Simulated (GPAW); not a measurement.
# InPd in GPAW: convergence with plane-wave cutoff (eV)

Input of the first run (plane-wave cutoff (eV) 200); the others differ in this setting and in those tied to it:

Contents of run.py:

```python
from ase import Atoms
from ase.dft.bandgap import bandgap
from ase.io import write
from ase.units import GPa
from gpaw import GPAW, PW

atoms = Atoms(['In', 'Pd'],
              cell=[[3.27188478, 0.0, 0.0],
                    [0.0, 3.27188478, 0.0],
                    [0.0, 0.0, 3.27188478]],
              scaled_positions=[[0.0, 0.0, 0.0],
                                [0.5, 0.5, 0.5]],
              pbc=True)

calc = GPAW(mode=PW(200),
            xc='PBE',
            kpts={'size': (8, 8, 8), 'gamma': True},
            occupations={'name': 'fermi-dirac', 'width': 0.05},
            nbands=26,
            convergence={'density': 1e-05, 'energy': 1e-05},
            maxiter=100,
            txt='gpaw.txt')
atoms.calc = calc
energy = atoms.get_potential_energy()
forces = atoms.get_forces()
stress = atoms.get_stress()
calc.write('gs.gpw')
write('result.traj', atoms)
print(f'Energy: {energy:.6f} eV')
print('Forces (eV/A):')
print(forces.round(4))
print('Stress (GPa):', (stress / GPa).round(3))
print('Fermi level:', round(calc.get_fermi_level(), 4), 'eV')
print(f'Gap: {bandgap(calc)[0]:.4f} eV, direct: {bandgap(calc, direct=True)[0]:.4f} eV')
```

Potentials or basis: GPAW PAW data sets (gpaw-data 1.2.1), pw.

Launch:

```bash
$ OMP_NUM_THREADS=1 python run.py
```

The cell comes from a database or a generator and needn't be the stable form of this composition.

Hardware: 1 thread of Arm Neoverse V1, on a shared host.

```csv
plane-wave cutoff (eV),"energy less the tightest run, at zero smearing (meV/atom)",pressure (GPa),SCF cycles,CPU time (s),peak memory (GiB)
200,883.00,-23.26,9,7.3,0.12
250,535.94,0.22,10,8.1,0.13
300,392.51,-3.18,10,9.8,0.13
350,215.53,-3.27,10,11,0.13
400,93.03,-0.86,10,12,0.14
500,9.44,2.59,10,19,0.15
600,0.53,3.29,10,18,0.16
800,0.09,3.34,10,33,0.18
1000,0.00,3.34,10,37,0.2
```

Against the tightest run, the energy stays within 1 meV/atom from 600 on; the pressure stays within 0.1 GPa from 600 on. The tightest run that finished is the yardstick and may itself not be fully converged.
